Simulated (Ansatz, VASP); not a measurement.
# Two plane-wave programs on LiCl

```
Li Cl
1.0
     0.00000    2.56476    2.48782
     2.56476    0.00000    2.48782
     2.56476    2.56476    0.00000
Li Cl
1 1
Direct
  0.00000 0.00000 0.00000
  0.50000 0.50000 0.50000
```

Change from the starting cell: strain +0.000 along x and y, -0.030 along z, atoms carried along.

Alike in both runs: task single point; functional PBE; k mesh 8 × 8 × 8; occupations gaussian, width 0.05 eV; no spin polarisation.

|  | VASP | Ansatz |
| --- | --- | --- |
| version | VASP 6.6.1 | Ansatz 0.2.0 |
| potentials or method | VASP PAW PBE potentials, release 64 (Li_sv, Cl) | scalar-relativistic, plane waves, PAW |
| plane-wave cutoff (eV) | 520 | 420 |
| valence electrons in the cell | 10 | 10 |

|  | VASP | Ansatz | Ansatz less VASP |
| --- | --- | --- | --- |
| gap on the k mesh at the Fermi level (eV) | 6.49 | 6.48 | -0.013 |
| least direct gap on the mesh (eV) | 6.49 | 6.48 | -0.013 |

 A k mesh can miss the band edges.
